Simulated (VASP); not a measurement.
# Ga (I4/mmm) in VASP: notebook

Runs on Ga. Level: PBE. Tasks: relaxation of cell and atoms.

All numbers are computed with VASP 6.6.1; they aren't measurements. Logs are shortened: lines on timing, memory, paths and dates and some standing lists are left out, and cuts for length are marked.

## (1) The structure

It takes space group I4/mmm (No. 139, tetragonal). The conventional cell has a = 2.808 Å, b = 2.808 Å, c = 4.458 Å, α = 90.00°, β = 90.00°, γ = 90.00°. Around Ga (site symmetry 4/mmm) lie 12 Ga at 2.81 to 2.99 Å.

This isn't the form of Ga at room conditions, which is orthorhombic.

## (2) Relaxation of cell and atoms, PBE

INCAR reads:

```
PREC     = Accurate       # precision mode
ENCUT    = 520            # plane-wave cutoff, eV
EDIFF    = 1E-6           # SCF threshold, eV
ISMEAR   = 0              # smearing method
SIGMA    = 0.1            # smearing width, eV
LREAL    = False          # projectors in reciprocal space
LASPH    = True           # aspherical terms in the spheres
NELM     = 120            # most SCF steps
ALGO     = Normal         # electronic algorithm
ISIF     = 3              # what is computed and relaxed
LWAVE    = False          # write WAVECAR
LCHARG   = False          # write CHGCAR
GGA      = PE             # functional
IBRION   = 2              # ionic algorithm
NSW      = 90             # ionic steps
EDIFFG   = -0.01          # ionic threshold
```

KPOINTS reads:

```
Automatic mesh
0
Gamma
  22 22 22
```

POSCAR reads:

```
Ga
1.0
   -1.4040000000      1.4040000000      2.2290000000
    1.4040000000     -1.4040000000      2.2290000000
    1.4040000000      1.4040000000     -2.2290000000
Ga
1
Direct
    0.0000000000      0.0000000000      0.0000000000
```

Potentials or basis: VASP PAW PBE potentials, release 64 (Ga_d).

On the command line:

```bash
> cat potpaw_PBE.64/Ga_d/POTCAR > POTCAR
> mpirun -np 1 vasp_std > vasp.out
```

OUTCAR:

```text
PREC = Accurate
   ENCUT = 520
   EDIFF = 1E-6
   ISMEAR = 0
   LREAL = False
   LASPH = True
   NELM = 120
   ISIF = 3
   GGA = PE
   IBRION = 2
   NSW = 90
   EDIFFG = -0.01

 ion  position               nearest neighbor table
   1  0.000  0.000  0.000-

  LATTYP: Found a body centered tetragonal cell.
 ALAT       =     2.8080000000
 C/A-ratio  =     1.5876068376

  Lattice vectors:

 A1 = (  -1.4040000000,   1.4040000000,   2.2290000000)
 A2 = (   1.4040000000,  -1.4040000000,   2.2290000000)
 A3 = (   1.4040000000,   1.4040000000,  -2.2290000000)

Analysis of symmetry for initial positions (statically):
=====================================================================
 Subroutine PRICEL returns:
 Original cell was already a primitive cell.

 Routine SETGRP: Setting up the symmetry group for a
 body centered tetragonal supercell.

 Subroutine GETGRP returns: Found 16 space group operations
 (whereof 16 operations were pure point group operations)
 out of a pool of 16 trial point group operations.

The static configuration has the point symmetry D_4h.

Analysis of symmetry for dynamics (positions and initial velocities):
=====================================================================
 Subroutine PRICEL returns:
 Original cell was already a primitive cell.

 Routine SETGRP: Setting up the symmetry group for a
 body centered tetragonal supercell.

 Subroutine GETGRP returns: Found 16 space group operations
 (whereof 16 operations were pure point group operations)
 out of a pool of 16 trial point group operations.

The dynamic configuration has the point symmetry D_4h.

 Subroutine INISYM returns: Found 16 space group operations
 (whereof 16 operations are pure point group operations),
 and found     1 'primitive' translations

----------------------------------------------------------------------------------------

                                     Primitive cell

  volume of cell :      17.5754

  direct lattice vectors                    reciprocal lattice vectors
    -1.404000000  1.404000000  2.229000000     0.000000000  0.356125356  0.224315837
     1.404000000 -1.404000000  2.229000000     0.356125356  0.000000000  0.224315837
     1.404000000  1.404000000 -2.229000000     0.356125356  0.356125356  0.000000000

  length of vectors
     2.985108541  2.985108541  2.985108541     0.420883433  0.420883433  0.503637309

  position of ions in fractional coordinates (direct lattice)
     0.000000000  0.000000000  0.000000000

  ion indices of the primitive-cell ions
   primitive index   ion index
                 1           1

----------------------------------------------------------------------------------------

 KPOINTS: Automatic mesh

Automatic generation of k-mesh.
 Grid dimensions read from file:
 generate k-points for:   22   22   22

 Generating k-lattice:

  Cartesian coordinates                     Fractional coordinates (reciprocal lattice)
     0.000000000  0.016187516  0.010196174     0.045454545  0.000000000 -0.000000000
     0.016187516  0.000000000  0.010196174     0.000000000  0.045454545 -0.000000000
     0.016187516  0.016187516  0.000000000     0.000000000  0.000000000  0.045454545

  Length of vectors
     0.019131065  0.019131065  0.022892605

  Shift w.r.t. Gamma in fractional coordinates (k-lattice)
     0.000000000  0.000000000  0.000000000

 Subroutine IBZKPT returns following result:
 ===========================================

 Found    834 irreducible k-points:

 Following reciprocal coordinates:
            Coordinates               Weight
  0.000000  0.000000  0.000000      1.000000
  0.045455  0.000000 -0.000000      8.000000
  0.090909  0.000000 -0.000000      8.000000
  0.136364  0.000000 -0.000000      8.000000
  0.181818  0.000000 -0.000000      8.000000
  0.227273  0.000000 -0.000000      8.000000
[... 16 lines left out ...]
  0.500000  0.045455 -0.000000     16.000000
 -0.454545  0.045455  0.000000     16.000000
 [... further k-points ...]
   k-points           NKPTS =    834   k-points in BZ     NKDIM =    834   number of bands    NBANDS=     10
   number of dos      NEDOS =    301   number of ions     NIONS =      1
   total plane-waves  NPLWV =  13824
   dimension x,y,z NGX =    24 NGY =   24 NGZ =   24
   dimension x,y,z NGXF=    48 NGYF=   48 NGZF=   48
   ions per type =               1
   NGX,Y,Z   is equivalent  to a cutoff of  13.37, 13.37, 13.37 a.u.
   NGXF,Y,Z  is equivalent  to a cutoff of  26.73, 26.73, 26.73 a.u.
 SYSTEM =  unknown system
   PREC   = accura    normal or accurate (medium, high low for compatibility)
   ISTART =      0    job   : 0-new  1-cont  2-samecut
   ICHARG =      2    charge: 1-file 2-atom 10-const
   ISPIN  =      1    spin polarized calculation?
   LNONCOLLINEAR =      F non collinear calculations
   LSORBIT =      F    spin-orbit coupling
   LASPH  =      T    aspherical Exc in radial PAW
   ENCUT  =  520.0 eV  38.22 Ry    6.18 a.u.   5.55  5.55  5.55*2*pi/ulx,y,z
   NELM   =    120;   NELMIN=  2; NELMDL= -5     # of ELM steps
   EDIFF  = 0.1E-05   stopping-criterion for ELM
   LREAL  =      F    real-space projection
   EDIFFG = -.1E-01   stopping-criterion for IOM
   NSW    =     90    number of steps for IOM
   IBRION =      2    ionic relax: 0-MD 1-quasi-New 2-CG
   NFREE  =      1    steps in history (QN), initial steepest desc. (CG)
   ISIF   =      3    stress and relaxation
   ISYM   =      2    0-nonsym 1-usesym 2-fastsym
   POTIM  = 0.5000    time-step for ionic-motion
   TEBEG  =    0.0;   TEEND  =   0.0 temperature during run
   PSTRESS=    0.0 pullay stress
   NELECT =      13.0000    total number of electrons
   NUPDOWN=      -1.0000    fix difference up-down
   EMIN   =  10.00;   EMAX   =-10.00  energy-range for DOS
   EFERMI =   0.00;   METHOD = LEGACY
   ISMEAR =     0;   SIGMA  =   0.10  broadening in eV -4-tet -1-fermi 0-gaus
   EFERMI_NEDOS =   21; number of points for ismear=-14 and -15
   IALGO  =     38    algorithm
   IMIX   =      4    mixing-type and parameters
     AMIX     =   0.40;   BMIX     =  1.00
     AMIX_MAG =   1.60;   BMIX_MAG =  1.00
  volume/ion in A,a.u.               =      17.58       118.60
  Fermi-wavevector in a.u.,A,eV,Ry     =   1.480544  2.797822 29.824096  2.192009
  Thomas-Fermi vector in A             =   2.594565
   LORBIT       =      0    0 simple, 1 ext, 2 COOP (PROOUT), +10 PAW based schemes
   GGA     = PE    functional components
   LHFCALC =     F    Hartree Fock is set to
   AEXX    =    0.0000 exact exchange contribution
   IVDW    =     0    specifies the selected vdW correction
   LEPSILON=     F    determine dielectric tensor
   LRPA    =     F    only Hartree local field effects (RPA)
 conjugate gradient relaxation of ions
 non-spin polarized calculation
 Gauss-broadening in eV      SIGMA  =   0.10
  energy-cutoff  :      520.00
  volume of cell :       17.58
 maximum number of plane-waves:       487
   NGX = 11   NGY = 11   NGZ = 11

--------------------------------------- Ionic step        1  -------------------------------------------

 number of electron      12.9999995 magnetization

 Free energy of the ion-electron system (eV)
  ---------------------------------------------------
  ext. energy  EPLUGINS =         0.00000000
  ---------------------------------------------------
  free energy    TOTEN  =        -2.87314926 eV

  energy without entropy =       -2.87179148  energy(sigma->0) =       -2.87247037

------------------------ aborting loop because EDIFF is reached ----------------------------------------

  FORCE on cell =-STRESS in cart. coord.  units (eV):
  Direction    XX          YY          ZZ          XY          YZ          ZX
  --------------------------------------------------------------------------------------
  -------------------------------------------------------------------------------------
  Total        0.4533920      0.4533920      0.4994482      0.0000000     -0.0000000      0.0000000
  in kB       41.3314029     41.3314029     45.5299074      0.0000000     -0.0000000      0.0000000
  external PRESSURE =      42.7309044 kB  Pullay stress =       0.0000000 kB

 VOLUME and BASIS-vectors are now :
 -----------------------------------------------------------------------------
  energy-cutoff  :      520.00
  volume of cell :       17.58
      direct lattice vectors                 reciprocal lattice vectors
    -1.404000000  1.404000000  2.229000000     0.000000000  0.356125356  0.224315837
     1.404000000 -1.404000000  2.229000000     0.356125356  0.000000000  0.224315837
     1.404000000  1.404000000 -2.229000000     0.356125356  0.356125356  0.000000000
[... 106 lines left out ...]
 POSITION                                       TOTAL-FORCE (eV/Angst)
 -----------------------------------------------------------------------------------
      0.00000      0.00000     -0.00000         0.000000      0.000000     -0.000000
 -----------------------------------------------------------------------------------
    total drift:                                0.000000      0.000000     -0.000000

  FREE ENERGIE OF THE ION-ELECTRON SYSTEM (eV)
  ---------------------------------------------------
  free  energy   TOTEN  =        -2.8899744114 eV

  energy  without entropy=       -2.8879814404  energy(sigma->0) =       -2.88897793

--------------------------------------- Ionic step        5  -------------------------------------------

 number of electron      13.0000006 magnetization

 Free energy of the ion-electron system (eV)
  ---------------------------------------------------
  ext. energy  EPLUGINS =         0.00000000
  ---------------------------------------------------
  free energy    TOTEN  =        -2.88997576 eV

  energy without entropy =       -2.88798228  energy(sigma->0) =       -2.88897902

 E-fermi :   5.5413     XC(G=0): -11.0145

 val. band max:        5.5405439591   @ k =  -0.4545   0.4545   0.2727
 cond. band min:       5.5423244756   @ k =   0.4091   0.2273   0.1364
 fundamental gap:      0.0017805164
 Fermi energy:         5.5412534449

 k-point     1 :       0.0000    0.0000    0.0000
  band No.  band energies     occupation
      1      -9.4367      2.00000
      2      -9.3235      2.00000
      3      -9.3235      2.00000
      4      -9.3078      2.00000
      5      -9.1863      2.00000
      6      -5.4911      2.00000
      7      17.7460      0.00000
      8      17.7662      0.00000
      9      17.7662      0.00000
     10      21.3362      0.00000

 k-point     2 :       0.0455    0.0000   -0.0000
  band No.  band energies     occupation
      1      -9.4339      2.00000
      2      -9.3243      2.00000
      3      -9.3213      2.00000
      4      -9.3071      2.00000
      5      -9.1876      2.00000
      6      -5.4379      2.00000
      7      17.0569      0.00000
      8      17.5687      0.00000
      9      17.7028      0.00000
     10      20.7612      0.00000
[... 274 lines left out ...]
 k-point    24 :      -0.4545    0.0455    0.0000
  band No.  band energies     occupation
      1      -9.4321      2.00000
      2      -9.4000      2.00000
      3      -9.3091      2.00000
      4      -9.1682      2.00000
      5      -9.1290      2.00000
      6      -0.3532      2.00000
      7       2.8678      2.00000
      8      13.6030      0.00000
      9      16.3958      0.00000
     10      18.1474      0.00000

 [... further k-points ...]

------------------------ aborting loop because EDIFF is reached ----------------------------------------

  FORCE on cell =-STRESS in cart. coord.  units (eV):
  Direction    XX          YY          ZZ          XY          YZ          ZX
  --------------------------------------------------------------------------------------
  -------------------------------------------------------------------------------------
  Total       -0.0006583     -0.0006583      0.0015666      0.0000000     -0.0000000      0.0000000
  in kB       -0.0558509     -0.0558509      0.1329088      0.0000000     -0.0000000      0.0000000
  external PRESSURE =       0.0070690 kB  Pullay stress =       0.0000000 kB

 VOLUME and BASIS-vectors are now :
 -----------------------------------------------------------------------------
  energy-cutoff  :      520.00
  volume of cell :       18.88
      direct lattice vectors                 reciprocal lattice vectors
    -1.436909114  1.436909114  2.286586752     0.000000000  0.347969120  0.218666534
     1.436909114 -1.436909114  2.286586752     0.347969120  0.000000000  0.218666534
     1.436909114  1.436909114 -2.286586752     0.347969120  0.347969120  0.000000000

 POSITION                                       TOTAL-FORCE (eV/Angst)
 -----------------------------------------------------------------------------------
     -1.43691      1.43691      2.28659         0.000000     -0.000000      0.000000
 -----------------------------------------------------------------------------------
    total drift:                               -0.000000     -0.000000      0.000000

  FREE ENERGIE OF THE ION-ELECTRON SYSTEM (eV)
  ---------------------------------------------------
  free  energy   TOTEN  =        -2.8899757587 eV

  energy  without entropy=       -2.8879822811  energy(sigma->0) =       -2.88897902

 reached required accuracy - stopping structural energy minimisation
```

It took 2.9 min on 1 thread of Intel Xeon Platinum 8488C (Sapphire Rapids), shared host; peak memory 0.28 GiB.

Results:

```yaml
Free_energy: -2.8900 eV
Relaxed_volume: 18.88 Å³/atom
Relaxed_cell: a = 3.059 Å, b = 3.059 Å, c = 3.059 Å, α = 123.97°, β = 123.97°, γ = 83.26°
Space_group_after_relaxing_to_0.05_Å: I4/mmm (No. 139)
Energy_gained_by_relaxing: 16.8 meV/atom
Ionic_steps: 5
Pressure_after_relaxing: 0.0 GPa
Band_gap_on_the_k_mesh: none (metal or under the smearing width)
```

The path:
```csv
step,energy change (eV),largest force (eV/Å),pressure (GPa),volume (Å³)
1,0.0000,0.0000,4.27,17.58
2,-0.0167,0.0000,0.34,18.79
3,-0.0168,0.0000,-0.18,18.93
4,-0.0168,0.0000,0.15,18.88
5,-0.0168,0.0000,0.00,18.88
```

Final structure:
```yaml
crystal:
  lattice:
    - [-1.43691, 1.43691, 2.28659]
    - [1.43691, -1.43691, 2.28659]
    - [1.43691, 1.43691, -2.28659]
  atoms:
    - { symbol: Ga, position: [0.00000, 0.00000, 0.00000] }
```

PBE usually gives volumes a little too large and moduli too small. Zero-point motion and thermal expansion aren't in these numbers.

## (3) Relaxation of cell and atoms, PBE

This run uses another cell than the first one, of 18.88 Å³/atom, 1.074 times its volume.

Edit INCAR of step 2 so:

```diff
@@ -2,3 +2,3 @@
 ENCUT    = 520            # plane-wave cutoff, eV
-EDIFF    = 1E-6           # SCF threshold, eV
+EDIFF    = 1E-7           # SCF threshold, eV
 ISMEAR   = 0              # smearing method
@@ -14,3 +14,4 @@
 IBRION   = 2              # ionic algorithm
-NSW      = 90             # ionic steps
-EDIFFG   = -0.01          # ionic threshold
+NSW      = 60             # ionic steps
+EDIFFG   = -0.005         # ionic threshold
+POTIM    = 0.3            # step
```

KPOINTS is that of step 2.

POSCAR reads:

```
Ga                                      
1.0
   -1.4369091140      1.4369091140      2.2865867516
    1.4369091140     -1.4369091140      2.2865867516
    1.4369091140      1.4369091140     -2.2865867516
  Ga            
     1
Direct
     1.0000000000000000    0.0000000000000000    0.0000000000000000
```

Potentials or basis: VASP PAW PBE potentials, release 64 (Ga_d).

On the command line:

```bash
> cat potpaw_PBE.64/Ga_d/POTCAR > POTCAR
> mpirun -np 1 vasp_std > vasp.out
```

It took 2.3 min on 1 thread of Intel Xeon Platinum 8488C (Sapphire Rapids), shared host; peak memory 0.28 GiB.

It converged, with:

```yaml
Free_energy: -2.8901 eV
Relaxed_volume: 18.92 Å³/atom
Relaxed_cell: a = 3.061 Å, b = 3.061 Å, c = 3.061 Å, α = 123.97°, β = 123.97°, γ = 83.25°
Space_group_after_relaxing_to_0.05_Å: I4/mmm (No. 139)
Energy_gained_by_relaxing: 0.0 meV/atom
Ionic_steps: 4
Pressure_after_relaxing: 0.0 GPa
Band_gap_on_the_k_mesh: none (metal or under the smearing width)
```

Final structure:
```cif
data_structure
_symmetry_space_group_name_H-M 'P 1'
_symmetry_Int_Tables_number 1
_cell_length_a 3.0610
_cell_length_b 3.0610
_cell_length_c 3.0610
_cell_angle_alpha 123.971
_cell_angle_beta 123.971
_cell_angle_gamma 83.250
_cell_volume 18.92
loop_
_atom_site_label
_atom_site_type_symbol
_atom_site_fract_x
_atom_site_fract_y
_atom_site_fract_z
_atom_site_occupancy
Ga1 Ga 0.00000 0.00000 0.00000 1
```

Levels at points of the mesh, in eV from the Fermi level:
```tsv
k point	band 2	band 3	band 4	band 5	band 6	band 7	band 8	band 9	band 10
(0.00, 0.00, 0.00)	-14.86	-14.86	-14.85	-14.73	-11.02	12.18	12.21	12.21	15.78
(0.50, 0.00, 0.00)	-14.95	-14.85	-14.70	-14.66	-4.90	-3.92	8.23	11.22	12.27
(0.50, 0.50, 0.00)	-15.01	-14.70	-14.70	-14.60	-2.02	-1.51	3.95	4.86	7.80
(0.50, 0.50, 0.50)	-15.02	-14.67	-14.67	-14.67	-3.89	-3.36	6.29	6.29	9.51
```
